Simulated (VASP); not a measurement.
# SnTe (F-43m) in VASP: notebook

One crystal, SnTe, is run at these levels: HSE06; tasks: equation of state.

Program: VASP 6.6.1. These are calculated values, not measurements. Logs are shortened: lines on timing, memory, paths and dates and some standing lists are left out, and cuts for length are marked.

## (1) Starting point

The structure is cubic, space group F-43m (No. 216). The conventional cell has a = 7.151 Å, b = 7.151 Å, c = 7.151 Å, α = 90.00°, β = 90.00°, γ = 90.00°. Te (site symmetry -43m) is surrounded by 4 Sn at 3.10 Å. Sn (site symmetry -43m) has 4 Te at 3.10 Å as nearest neighbours.

Measurements of this composition are mostly on another form, of space group No. 225.

## (2) Equation of state, HSE06, 43.88 Å³/atom (a relaxed cell with its volume scaled by 0.96)

File POSCAR:

```
SnTe                                    
1.0
    0.0000000000      3.5270596393      3.5270596393
    3.5270596393     -0.0000000000      3.5270596393
    3.5270596393      3.5270596393     -0.0000000000
  Te              Sn            
     1     1
Direct
     0.2500000000000000    0.2500000000000000    0.2500000000000000
     0.0000000000000000    0.0000000000000000    0.0000000000000000
```

File INCAR.step1:

```
  PREC = Accurate
  ENCUT = 520
  EDIFF = 1E-5
  ISMEAR = 0
  SIGMA = 0.02
  LREAL = F
  LASPH = T
  NELM = 100
  ALGO = Normal
  ISIF = 2
  LWAVE = T
  LCHARG = F
  GGA = PE
  KPAR = 4
```

File INCAR.step2:

```
  PREC = Accurate
  ENCUT = 520
  EDIFF = 1E-6
  ISMEAR = 0
  SIGMA = 0.02
  LREAL = F
  LASPH = T
  NELM = 100
  ALGO = Normal
  ISIF = 2
  LWAVE = F
  LCHARG = F
  GGA = PE
  LHFCALC = T
  HFSCREEN = 0.2
  PRECFOCK = Fast
  ISTART = 1
  KPAR = 4
```

File KPOINTS:

```
Automatic mesh
0
Gamma
  4 4 4
```

Potentials or basis: VASP PAW PBE potentials, release 64 (Te, Sn_d).

Run with:

```bash
$ cat potpaw_PBE.64/Te/POTCAR potpaw_PBE.64/Sn_d/POTCAR > POTCAR
$ cp INCAR.step1 INCAR
$ mpirun -np 4 vasp_std > vasp.out
$ cp INCAR.step2 INCAR
$ mpirun -np 4 vasp_std > vasp.out
```

OUTCAR:

```text
PREC = Accurate
   ENCUT = 520
   EDIFF = 1E-6
   ISMEAR = 0
   LREAL = F
   LASPH = T
   NELM = 100
   ISIF = 2
   GGA = PE
   LHFCALC = T
   HFSCREEN = 0.2
   PRECFOCK = Fast
   ISTART = 1

 ion  position               nearest neighbor table
   1  0.250  0.250  0.250-   2 3.05   2 3.05   2 3.05   2 3.05
   2  0.000  0.000  0.000-   1 3.05   1 3.05   1 3.05   1 3.05

  LATTYP: Found a face centered cubic cell.
 ALAT       =     7.0541192786

  Lattice vectors:

 A1 = (   0.0000000000,   3.5270596393,   3.5270596393)
 A2 = (   3.5270596393,   0.0000000000,   3.5270596393)
 A3 = (   3.5270596393,   3.5270596393,   0.0000000000)

Analysis of symmetry for initial positions (statically):
=====================================================================
 Subroutine PRICEL returns:
 Original cell was already a primitive cell.

 Routine SETGRP: Setting up the symmetry group for a
 face centered cubic supercell.

 Subroutine GETGRP returns: Found 24 space group operations
 (whereof 24 operations were pure point group operations)
 out of a pool of 48 trial point group operations.

The static configuration has the point symmetry T_d .

Analysis of symmetry for dynamics (positions and initial velocities):
=====================================================================
 Subroutine PRICEL returns:
 Original cell was already a primitive cell.

 Routine SETGRP: Setting up the symmetry group for a
 face centered cubic supercell.

 Subroutine GETGRP returns: Found 24 space group operations
 (whereof 24 operations were pure point group operations)
 out of a pool of 48 trial point group operations.

The dynamic configuration has the point symmetry T_d .

 Subroutine INISYM returns: Found 24 space group operations
 (whereof 24 operations are pure point group operations),
 and found     1 'primitive' translations

----------------------------------------------------------------------------------------

                                     Primitive cell

  volume of cell :      87.7543

  direct lattice vectors                    reciprocal lattice vectors
     0.000000000  3.527059639  3.527059639    -0.141761141  0.141761141  0.141761141
     3.527059639  0.000000000  3.527059639     0.141761141 -0.141761141  0.141761141
     3.527059639  3.527059639  0.000000000     0.141761141  0.141761141 -0.141761141

  length of vectors
     4.988015577  4.988015577  4.988015577     0.245537499  0.245537499  0.245537499

  position of ions in fractional coordinates (direct lattice)
     0.250000000  0.250000000  0.250000000
     0.000000000  0.000000000  0.000000000

  ion indices of the primitive-cell ions
   primitive index   ion index
                 1           1
                 2           2

----------------------------------------------------------------------------------------

 KPOINTS: Automatic mesh

Automatic generation of k-mesh.
 Grid dimensions read from file:
 generate k-points for:    4    4    4

 Generating k-lattice:

  Cartesian coordinates                     Fractional coordinates (reciprocal lattice)
    -0.035440285  0.035440285  0.035440285     0.250000000  0.000000000  0.000000000
     0.035440285 -0.035440285  0.035440285     0.000000000  0.250000000  0.000000000
     0.035440285  0.035440285 -0.035440285     0.000000000  0.000000000  0.250000000

  Length of vectors
     0.061384375  0.061384375  0.061384375

  Shift w.r.t. Gamma in fractional coordinates (k-lattice)
     0.000000000  0.000000000  0.000000000

 Subroutine IBZKPT returns following result:
 ===========================================

 Found      8 irreducible k-points:

 Following reciprocal coordinates:
            Coordinates               Weight
  0.000000  0.000000  0.000000      1.000000
  0.250000  0.000000  0.000000      8.000000
  0.500000  0.000000  0.000000      4.000000
  0.250000  0.250000  0.000000      6.000000
  0.500000  0.250000  0.000000     24.000000
 -0.250000  0.250000  0.000000     12.000000
  0.500000  0.500000  0.000000      3.000000
 -0.250000  0.500000  0.250000      6.000000
   k-points           NKPTS =      8   k-points in BZ     NKDIM =     64   number of bands    NBANDS=     14
   number of dos      NEDOS =    301   number of ions     NIONS =      2
   total plane-waves  NPLWV =  64000
   dimension x,y,z NGX =    40 NGY =   40 NGZ =   40
   dimension x,y,z NGXF=    80 NGYF=   80 NGZF=   80
   ions per type =               1   1
   NGX,Y,Z   is equivalent  to a cutoff of  13.33, 13.33, 13.33 a.u.
   NGXF,Y,Z  is equivalent  to a cutoff of  26.66, 26.66, 26.66 a.u.
 SYSTEM =  unknown system
   PREC   = accura    normal or accurate (medium, high low for compatibility)
   ISTART =      1    job   : 0-new  1-cont  2-samecut
   ICHARG =      0    charge: 1-file 2-atom 10-const
   ISPIN  =      1    spin polarized calculation?
   LNONCOLLINEAR =      F non collinear calculations
   LSORBIT =      F    spin-orbit coupling
   LASPH  =      T    aspherical Exc in radial PAW
   ENCUT  =  520.0 eV  38.22 Ry    6.18 a.u.   9.27  9.27  9.27*2*pi/ulx,y,z
   NELM   =    100;   NELMIN=  2; NELMDL=  0     # of ELM steps
   EDIFF  = 0.1E-05   stopping-criterion for ELM
   LREAL  =      F    real-space projection
   EDIFFG = 0.1E-04   stopping-criterion for IOM
   NSW    =      0    number of steps for IOM
   IBRION =     -1    ionic relax: 0-MD 1-quasi-New 2-CG
   NFREE  =      0    steps in history (QN), initial steepest desc. (CG)
   ISIF   =      2    stress and relaxation
   ISYM   =      3    0-nonsym 1-usesym 2-fastsym
   POTIM  = 0.5000    time-step for ionic-motion
   TEBEG  =    0.0;   TEEND  =   0.0 temperature during run
   PSTRESS=    0.0 pullay stress
   NELECT =      20.0000    total number of electrons
   NUPDOWN=      -1.0000    fix difference up-down
   EMIN   =  10.00;   EMAX   =-10.00  energy-range for DOS
   EFERMI =   0.00;   METHOD = LEGACY
   ISMEAR =     0;   SIGMA  =   0.02  broadening in eV -4-tet -1-fermi 0-gaus
   EFERMI_NEDOS =   21; number of points for ismear=-14 and -15
   IALGO  =     38    algorithm
   IMIX   =      1    mixing-type and parameters
     AMIX     =   0.40;   BMIX     =  1.00
     AMIX_MAG =   1.60;   BMIX_MAG =  1.00
  volume/ion in A,a.u.               =      43.88       296.10
[... 13 lines left out ...]
   ENCUTFOCK=  -1.0 apply spherical cutoff to Coloumb kernel
   IVDW    =     0    specifies the selected vdW correction
   LEPSILON=     F    determine dielectric tensor
   LRPA    =     F    only Hartree local field effects (RPA)
 non-spin polarized calculation
 Gauss-broadening in eV      SIGMA  =   0.02
  energy-cutoff  :      520.00
  volume of cell :       87.75
 maximum number of plane-waves:      2421
 NGX is ok and might be reduce to    40
  NGX = 24; NGY = 24; NGZ = 24

 number of electron      20.0000001 magnetization

 Free energy of the ion-electron system (eV)
  ---------------------------------------------------
  ext. energy  EPLUGINS =         0.00000000
  ---------------------------------------------------
  free energy    TOTEN  =        -8.46116071 eV

  energy without entropy =       -8.46116062  energy(sigma->0) =       -8.46116067

 E-fermi :   3.8217     XC(G=0):  -6.5060

 val. band max:        3.7582710594   @ k =  -0.2500   0.5000   0.2500
 cond. band min:       3.8831024948   @ k =   0.5000   0.5000   0.0000
 fundamental gap:      0.1248314354
 Fermi energy:         3.8217471636

 k-point     1 :       0.0000    0.0000    0.0000
  band No.  band energies     occupation
      1     -20.5292      2.00000
      2     -20.5292      2.00000
      3     -20.5292      2.00000
      4     -20.5128      2.00000
      5     -20.5128      2.00000
      6      -9.5708      2.00000
      7      -1.7804      2.00000
      8       1.1797      2.00000
      9       1.1797      2.00000
     10       1.1798      2.00000
     11       4.9382      0.00000
     12       4.9382      0.00000
     13       4.9382      0.00000
     14       8.1388      0.00000

 k-point     2 :       0.2500    0.0000    0.0000
  band No.  band energies     occupation
      1     -20.5298      2.00000
      2     -20.5280      2.00000
      3     -20.5280      2.00000
      4     -20.5128      2.00000
      5     -20.5128      2.00000
      6      -9.2556      2.00000
      7      -3.2299      2.00000
      8       0.8217      2.00000
      9       0.8217      2.00000
     10       1.4860      2.00000
     11       5.5131      0.00000
     12       5.5131      0.00000
     13       5.8008      0.00000
     14       9.5294      0.00000

 k-point     3 :       0.5000    0.0000    0.0000
  band No.  band energies     occupation
      1     -20.5305      2.00000
      2     -20.5269      2.00000
      3     -20.5269      2.00000
      4     -20.5127      2.00000
      5     -20.5127      2.00000
      6      -8.8500      2.00000
      7      -4.3761      2.00000
      8       0.5408      2.00000
      9       0.5408      2.00000
     10       1.3125      2.00000
     11       5.8379      0.00000
     12       5.8379      0.00000
     13       7.8738      0.00000
     14       9.7332      0.00000

 k-point     4 :       0.2500    0.2500    0.0000
  band No.  band energies     occupation
      1     -20.5315      2.00000
      2     -20.5268      2.00000
      3     -20.5268      2.00000
      4     -20.5135      2.00000
      5     -20.5122      2.00000
      6      -9.1425      2.00000
      7      -3.4987      2.00000
      8       0.3246      2.00000
      9       0.3246      2.00000
     10       2.5758      2.00000
     11       4.1728      0.00000
     12       6.5475      0.00000
     13       6.5475      0.00000
     14       8.5178      0.00000

 k-point     5 :       0.5000    0.2500    0.0000
  band No.  band energies     occupation
      1     -20.5320      2.00000
      2     -20.5258      2.00000
      3     -20.5256      2.00000
      4     -20.5135      2.00000
      5     -20.5123      2.00000
      6      -8.7128      2.00000
      7      -4.5180      2.00000
      8      -0.4895      2.00000
      9       0.0964      2.00000
     10       2.9070      2.00000
     11       5.0836      0.00000
     12       6.9911      0.00000
     13       7.0426      0.00000
     14       9.5764      0.00000

 k-point     6 :      -0.2500    0.2500    0.0000
  band No.  band energies     occupation
      1     -20.5309      2.00000
      2     -20.5267      2.00000
      3     -20.5264      2.00000
      4     -20.5129      2.00000
      5     -20.5128      2.00000
      6      -8.8657      2.00000
      7      -4.2067      2.00000
      8      -0.5013      2.00000
      9       0.5173      2.00000
     10       2.6585      2.00000
     11       5.8746      0.00000
     12       6.1643      0.00000
     13       6.4572      0.00000
     14       9.5908      0.00000

 k-point     7 :       0.5000    0.5000    0.0000
  band No.  band energies     occupation
      1     -20.5338      2.00000
      2     -20.5244      2.00000
      3     -20.5244      2.00000
      4     -20.5143      2.00000
      5     -20.5117      2.00000
      6      -8.5493      2.00000
      7      -4.8203      2.00000
      8      -0.2555      2.00000
      9      -0.2555      2.00000
     10       2.8216      2.00000
     11       3.8831      0.00001
     12       8.4471      0.00000
     13       8.4471      0.00000
     14       9.6943      0.00000

 k-point     8 :      -0.2500    0.5000    0.2500
  band No.  band energies     occupation
      1     -20.5322      2.00000
      2     -20.5260      2.00000
      3     -20.5245      2.00000
      4     -20.5136      2.00000
      5     -20.5123      2.00000
      6      -8.5438      2.00000
      7      -4.7880      2.00000
      8      -0.5955      2.00000
      9      -0.4600      2.00000
     10       3.7583      1.99999
     11       5.4501      0.00000
     12       6.2407      0.00000
     13       7.2519      0.00000
     14       9.7065      0.00000

------------------------ aborting loop because EDIFF is reached ----------------------------------------

  FORCE on cell =-STRESS in cart. coord.  units (eV):
  Direction    XX          YY          ZZ          XY          YZ          ZX
  --------------------------------------------------------------------------------------
  -------------------------------------------------------------------------------------
  Total        0.6627435      0.6627435      0.6627435      0.0000000      0.0000000      0.0000000
  in kB       12.1000630     12.1000630     12.1000630      0.0000000      0.0000000      0.0000000
  external PRESSURE =      12.1000630 kB  Pullay stress =       0.0000000 kB

 VOLUME and BASIS-vectors are now :
 -----------------------------------------------------------------------------
  energy-cutoff  :      520.00
  volume of cell :       87.75
      direct lattice vectors                 reciprocal lattice vectors
     0.000000000  3.527059639  3.527059639    -0.141761141  0.141761141  0.141761141
     3.527059639  0.000000000  3.527059639     0.141761141 -0.141761141  0.141761141
     3.527059639  3.527059639  0.000000000     0.141761141  0.141761141 -0.141761141

 POSITION                                       TOTAL-FORCE (eV/Angst)
 -----------------------------------------------------------------------------------
      1.76353      1.76353      1.76353         0.000000      0.000000      0.000000
      0.00000      0.00000      0.00000        -0.000000     -0.000000     -0.000000
 -----------------------------------------------------------------------------------
    total drift:                                0.000000     -0.000004     -0.000002

  FREE ENERGIE OF THE ION-ELECTRON SYSTEM (eV)
  ---------------------------------------------------
  free  energy   TOTEN  =        -8.4611607126 eV

  energy  without entropy=       -8.4611606247  energy(sigma->0) =       -8.46116067
```

Wall time 68 s (4 MPI ranks of Intel Xeon 6975P-C (Granite Rapids), shared host); peak memory 0.33 GiB.

Results:

- Free energy: -8.4612 eV
- Pressure: 1.2 GPa
- Band gap on the k mesh: 0.12 eV, indirect (least direct gap 1.06 eV)

Caveat: the PAW data sets were made with another functional, which shifts forces and pressure a little; spin-orbit coupling is left out, which moves the levels of the heavy elements.

(Part 1 of 2 ends here.)
